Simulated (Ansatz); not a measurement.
A series in volume per atom on Ru

Periodic Kohn-Sham DFT of a crystal at fixed atoms; pressure and stress are positive in compression; the energy is the free energy less that of spherical unpolarised free atoms; site moments are those in the method's own spheres, positive along +z. The results are calculated, by Ansatz 0.2.0.

Cell of the first row (space group Pm-3m, No. 221):
```
Ru
1.0
      2.4690     0.0000     0.0000
      0.0000     2.4690     0.0000
      0.0000     0.0000     2.4690
Ru
1
Direct
  0.00000 0.00000 0.00000
```

Settings of every row: method all-electron LAPW; functional PBE; relativity scalar; k mesh 13x13x13; filling fermi-dirac; smearing width 0.08 eV; basis error target 0.25 meV/atom; nucleus gaussian.

Atom start moment: 0 on all atoms.

Limits: the cell comes from a prototype or a list of computed structures and needn't be the stable phase.

```
row  volume per atom (Å³)  pressure (GPa)  energy less free atoms (eV/atom)
  1                 15.05          12.698                            -8.088
  2                15.446           5.863                           -8.1108
  3                15.842          -0.054                           -8.1178
  4                16.239               ?                                 ?
  5                16.635          -9.602                           -8.0928
```

Question: what pressure and energy less free atoms should row 4 give?

Worked fit of pressure. Take u = (V_r/V)^(2/3) − 1 with V_r = 15.644 Å³ an atom, which is twice the finite (Eulerian) strain; such expansions in the strain, on which the Birch-Murnaghan equation of state is built, carry the rest volume and the bulk modulus. The shown rows have u = 0.02614, 0.00853, -0.00835, -0.04012. Least squares give pressure = 2.799 + 351.161 × u + 1049.12 × u² GPa; a straight line predicts inner rows, each left out in turn, worse (root mean square 0.72 against 0.016 GPa). The rows lie off it by 0.003, -0.008, 0.006, -0.001 (root mean square 0.0052 GPa). The pressure vanishes at u = -0.0082, or V = 15.84 Å³ an atom, and there the bulk modulus at fixed shape and fractions is B = −V dP/dV = (2/3)(1 + u) dP/du = 221 GPa. The withheld row has u = -0.02458, so the fit gives 2.799 + 351.161 × (-0.02458) + 1049.12 × (-0.02458)² = -5.199 GPa.

The calculation gave -5.175 GPa. The fit lies 0.024 GPa (0.11 % of the column's range) below it; its largest miss of a shown row is 0.008 GPa.

Worked fit of energy less free atoms. Take u = (V_r/V)^(2/3) − 1 with V_r = 15.644 Å³ an atom, which is twice the finite (Eulerian) strain; such expansions in the strain, on which the Birch-Murnaghan equation of state is built, carry the rest volume and the bulk modulus. The shown rows have u = 0.02614, 0.00853, -0.00835, -0.04012. Least squares give energy less free atoms = −8.11611 + 0.4209 × u + 24.979 × u² eV/atom; a straight line predicts inner rows, each left out in turn, worse (root mean square 0.017 against 0.0002 eV/atom). The rows lie off it by 0.0000, -0.0001, 0.0001, 0.0000. Its lowest point lies at u = -0.0084, or V = 15.84 Å³ an atom, and the curvature there gives the bulk modulus at fixed shape and fractions, B = (4/9)(1 + u)² E″(u)/V = 221 GPa. The withheld row has u = -0.02458, so the fit gives −8.11611 + 0.4209 × (-0.02458) + 24.979 × (-0.02458)² = -8.1114 eV/atom.

The calculation gave -8.1112 eV/atom. The fit lies 0.0002 eV/atom (0.67 % of the column's range) below it; its largest miss of a shown row is 0.0001 eV/atom.
